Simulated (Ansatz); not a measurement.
Mg₂Si, DFT, LDA, all-electron LAPW, scalar-relativistic (Ansatz 0.2.0), run on 1 thread of Arm Neoverse V2 on a shared host.

The cell comes from COD entry 9009039, which wasn't checked; take it as a given geometry. It differs from other determinations. The listed cell was then made from it by scaling, straining or moving an atom.

Command: `ansatz run input.yaml --threads 1 --pin off --max-ram 4096MiB --backend cpu --events-out ev --progress --plain --runs-dir out`

```yaml
crystal:
  lattice:
    - [0.0, 3.2370442952, 3.2370442952]
    - [3.2370442952, 0.0, 3.2370442952]
    - [3.2370442952, 3.2370442952, 0.0]
  atoms:
    - { symbol: Mg, position: [0.25, 0.25, 0.25] }
    - { symbol: Mg, position: [0.75, 0.75, 0.75] }
    - { symbol: Si, position: [0.0, 0.0, 0.0] }
kpoints:
  mp_grid: { grid: [11, 11, 11] }
  band_path:
    path:
      - [0.0, 0.0, 0.0]
      - [0.5, 0.0, 0.5]
      - [0.625, 0.25, 0.625]
      - [0.375, 0.375, 0.75]
      - [0.0, 0.0, 0.0]
      - [0.5, 0.5, 0.5]
      - [0.5, 0.25, 0.75]
      - [0.5, 0.0, 0.5]
    npoints: 5
scf:
  occupations: { method: fermi_dirac, width: 0.05 }
hamiltonian:
  xc: lda
  pseudopotentials: { kind: all_electron, lapw: { basis_error: 0.001 } }
output:
  forces: true
  stress: true
  eigenvalues: true
```

(1) How large is the problem that the program sets up?

(2) About how long does it take, and how much memory does it use?

Results:

(1) 56 irreducible k-points, 259 plane waves at Γ, 20 bands.

(2) 9.2 s of wall time for 7 SCF iterations, with a peak of 0.29 GiB. Times on shared machines scatter by tens of per cent.
